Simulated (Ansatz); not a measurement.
Task: Write an Ansatz input for a single-point calculation of Cs with r²SCAN (scalar-relativistic), a cutoff of 500 eV (density cutoff 4 times that), a Γ-centred 10×10×10 mesh and Gaussian smearing of 0.05 eV, without spin polarisation. Forces, stress and eigenvalues are wanted. The structure:
```
Cs
1.0
     0.0000000000    3.8112616062    3.8112616062
     3.8112616062    0.0000000000    3.8112616062
     3.8112616062    3.8112616062    0.0000000000
Cs
1
Direct
  0.0000000000 0.0000000000 0.0000000000
```

Result: 
```yaml
crystal:
  lattice:
    - [0.0, 3.8112616062, 3.8112616062]
    - [3.8112616062, 0.0, 3.8112616062]
    - [3.8112616062, 3.8112616062, 0.0]
  atoms:
    - { symbol: Cs, position: [0.0, 0.0, 0.0] }
basis:
  ecutwfc: 500
  ecutrho_ratio: 4
kpoints:
  mp_grid: { grid: [10, 10, 10] }
hamiltonian:
  xc: r2scan
scf:
  occupations: { method: gaussian, width: 0.05 }
output:
  forces: true
  stress: true
  eigenvalues: true
```

Run as written, it has 9 valence electrons, 2741 plane waves at Γ, 48 symmetry operations and 47 irreducible k-points; it took 6 SCF iterations in all. It took roughly 7 core-seconds on a shared host.

At room temperature and ambient pressure Cs is bcc.
